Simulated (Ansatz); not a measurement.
## ZnO: the gap under strain

ZnO, P6_3mc, a = 3.235 Å, c = 5.212 Å. Ansatz: r2SCAN, PAW, 500 eV, Γ-centred 12×12×6 mesh on 4 atoms, Gaussian smearing 0.02 eV; no spin polarisation. Series: uniaxial strain along c, with a, b and atoms relaxed; x is the strain in per cent. The gap is sought over the whole zone.

```tsv
x (%)	gap y (eV)
-6.0	1.343
-4.0	1.311
-2.0	1.276
0.0	1.238
2.0	?
4.0	1.134
```

Task: Fit y = E0 + c1 x + c2 x² to the other rows, give the deformation potential for this strain, and predict the missing gap.

Result: Least squares on the rows shown. y = 1.236 − 0.02225 x − 0.0007598 x². The deformation potential is 100 c1 = -2.23 eV per unit strain. With a term in x³ added, the coefficient of x becomes -0.02106, 5 % less, which shows how far this figure hangs on the form. At x = 2.0 the fit asked for gives 1.188 eV. The run gave 1.191 eV, so the fit is 0.003 eV too low, a small miss on the scale of the series.

Semilocal functionals give gaps under the measured ones; where shallow d states of Zn, Cd, Cu or Ag mix into an O valence top, changes of the gap are off too.